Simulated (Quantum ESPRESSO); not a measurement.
## MgO in Quantum ESPRESSO: the effect of functional

Crystal: MgO.

```
CELL_PARAMETERS angstrom
0.00000 2.09700 2.09700
2.09700 0.00000 2.09700
2.09700 2.09700 0.00000
ATOMIC_POSITIONS crystal
Mg 0.00000 0.00000 0.00000
O 0.50000 0.50000 0.50000
```

The cell is a database's computed one.

Alike in all runs:

| Property | Result |
| --- | --- |
| Program | Quantum ESPRESSO 7.5 |
| Task | band structure |
| Potentials or basis | SG15 PBE 1.2 |
| Cutoff | 1197 eV |
| Density cutoff | 4789 eV |
| k mesh | 11 × 11 × 11 |
| Occupations | fermi-dirac, width 0.05 eV |
| Spin | no spin polarisation |

Problem. One run gave: gap on the mesh 4.57 eV; pressure -3.5 GPa. Which functional did it use?
A. RPBE
B. LDA
C. AM05
D. revPBE
E. rev-vdW-DF2

Solution. B.

```tsv
functional	dispersion	gap on the mesh (eV)	pressure (GPa)
LDA	-	4.57	-3.5
PBEsol	-	4.74	3.5
RPBE	-	5.07	12.4
AM05	-	4.76	4.6
revPBE	-	5.05	11.7
rPW86PBE	rVV10	4.90	6.1
rev-vdW-DF2	-	4.92	3.5
```

Caveats: the potentials were made for another functional, which shifts forces and pressure.

Runs at the PBE level aren't shown here.
